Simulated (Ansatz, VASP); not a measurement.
# Ba: VASP beside Ansatz

```
Ba
1.0
     4.13915    0.00000    0.00000
    -2.06957    3.58461    0.00000
     0.00000    0.00000    3.91341
Ba
1
Direct
  0.00000 0.00000 0.00000
```

Change from the starting cell: strain -0.040 along x and y, +0.000 along z, atoms carried along.

Alike in both runs: task single point; functional LDA; k mesh 15 × 15 × 12; occupations gaussian, width 0.15 eV; no spin polarisation.

```csv
,VASP,Ansatz
version,VASP 6.6.1,Ansatz 0.2.0
potentials or method,"VASP PAW LDA potentials, release 64 (Ba_sv)","scalar-relativistic, plane waves, PAW"
plane-wave cutoff (eV),520,420
valence electrons in the cell,10,10
```

Ansatz gave:

```
gap on the k mesh at the Fermi level (eV)       : none
pressure (GPa)                                  : -0.9
largest component of the traceless stress (GPa) : 0.36
```

Q: Estimate VASP's values.

A: gap on the k mesh at the Fermi level (eV): none; pressure (GPa): -0.8; largest component of the traceless stress (GPa): 0.31.

A gap of «none» marks a metal or a gap that the smearing closes.

The runs have no spin-orbit coupling, so splittings on Ba are missing.
